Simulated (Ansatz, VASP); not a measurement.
**One calculation of B3As2, two programs**

File INCAR:

```
SYSTEM = B3As2
PREC = Accurate ; ENCUT = 600
EDIFF = 1E-6 ; ISMEAR = 0
SIGMA = 0.1 ; LREAL = .False.
LASPH = .True. ; NELM = 100
ALGO = Normal ; ISIF = 3
LWAVE = .False. ; LCHARG = .False.
GGA = PE ; IBRION = 2
NSW = 90 ; EDIFFG = -0.04
```

File KPOINTS:

```
regular mesh
0
Gamma
  6 6 4
  0 0 0
```

The input POSCAR:

```
B3As2
1.0
    4.1057261500      0.0000000000      0.0000000000
   -2.0528630800      3.5556631500      0.0000000000
    0.0000000000      0.0000000000      5.0416950800
B As
3 2
Direct
    0.0000000000      0.0000000000      0.0000000000
    0.3333333300      0.6666666700      0.6449289300
    0.6666666700      0.3333333300      0.3550710700
    0.3333333300      0.6666666700      0.1568725000
    0.6666666700      0.3333333300      0.8431275000
```

Input for Ansatz:

```yaml
crystal:
  lattice:
    - [4.10572615, 0.0, 0.0]
    - [-2.05286308, 3.55566315, 0.0]
    - [0.0, 0.0, 5.04169508]
  atoms:
    - { symbol: B, position: [0.0, 0.0, 0.0] }
    - { symbol: B, position: [0.33333333, 0.66666667, 0.64492893] }
    - { symbol: B, position: [0.66666667, 0.33333333, 0.35507107] }
    - { symbol: As, position: [0.33333333, 0.66666667, 0.1568725] }
    - { symbol: As, position: [0.66666667, 0.33333333, 0.8431275] }
basis:
  ecutwfc: 420
kpoints:
  mp_grid: { grid: [6, 6, 4] }
hamiltonian:
  xc: pbe
scf:
  occupations: { method: gaussian, width: 0.1 }
  lower_state_search: "off"
output:
  forces: true
  stress: true
  eigenvalues: true
relax:
  adjacent_minimum: "off"
  f_tol: 0.04
  max_steps: 70
  cell: { stress_tol: 0.4 }
```

Change from the starting cell: species swapped into the Al3Pd2 type (P-3m1, No. 164).

Alike in both runs: task relaxation of cell and atoms; functional PBE; k mesh 6 × 6 × 4; occupations gaussian, width 0.1 eV; no spin polarisation.

|  | VASP | Ansatz |
| --- | --- | --- |
| version | VASP 6.6.1 | Ansatz 0.2.0 |
| potentials or method | VASP PAW PBE potentials, release 64 (B, As) | scalar-relativistic, plane waves, PAW |
| plane-wave cutoff (eV) | 600 | 420 |
| valence electrons in the cell | 19 | 39 |

VASP gave:

```
gap on the k mesh at the Fermi level, each at its own relaxed structure (eV) : none
relaxed volume (Å³/atom)                                                     : 11.95
relaxed cell length with the largest relative difference (Å)                 : 6.850
energy change over the relaxation (meV/atom)                                 : -1195
```

Task: Estimate Ansatz's values.

Result: gap on the k mesh at the Fermi level, each at its own relaxed structure (eV): none; relaxed volume (Å³/atom): 11.94; relaxed cell length with the largest relative difference (Å): 6.834; energy change over the relaxation (meV/atom): -1200.

A gap of «none» marks a metal or a gap that the smearing closes. The two sets of potentials don't hold the same shells in valence.

Caveats: the volume moved by over 15 % at a fixed basis, so the end points are rough (VASP).
